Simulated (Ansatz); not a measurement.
Wurtzite BeO was calculated with PBEsol (Ansatz, a program for electronic structure, PAW).

Settings: plane-wave cutoff 520 eV, 18×18×8 k mesh (along the axes of the cell as run), Fermi–Dirac smearing 0.01 eV, scalar-relativistic PAW data made under PBE.

Shape and atoms are relaxed at each volume.

Pressure at four volumes; x = ln(V/6.865 Å³). One pressure is withheld.

```tsv
V (Å³/atom)	x	P (GPa)
6.590	-0.0409	9.60
6.865	0.0000	0.01
7.002	0.0198	-4.15
7.139	0.0391	?
```

Question: Pass a parabola P(x) through the three rows shown, estimate the bulk modulus and its pressure derivative near zero pressure, and predict the withheld pressure.

Answer: Slopes between the rows: (0.01 − (9.60))/(0.0000 − (-0.0409)) = -234.47 and (-4.15 − (0.01))/(0.0198 − (0.0000)) = -210.10 GPa. Their difference over the span 0.0607 is c = 24.37/0.0607 = 401.5 GPa, so P(x) = 9.60 + (-234.47)(x − (-0.0409)) + 401.5 (x − (-0.0409))(x − (0.0000)). At the middle row B = −dP/dx = −[-234.47 + 401.5 × 0.0409] = 218.0 GPa, and B′ = dB/dP = 2c/B = 3.7. At x = 0.0391 the parabola gives -7.90 GPa; the run gives -7.92 GPa. The Birch–Murnaghan fit to the energies at all volumes has B0 = 218 GPa and B′ = 3.7.

Measured, for comparison: bulk modulus 212 GPa (room temperature, no zero-point or thermal correction, K' fixed at 4, our sources range from 212 to 224; as tabulated in High-pressure and high-temperature crystal chemistry of beryllium oxide (Scilit …). Computed (rounded) less measured: bulk modulus +3 % (inside the range of the sources held).

Note: the bulk modulus comes from volumes at which shape and atoms were relaxed.
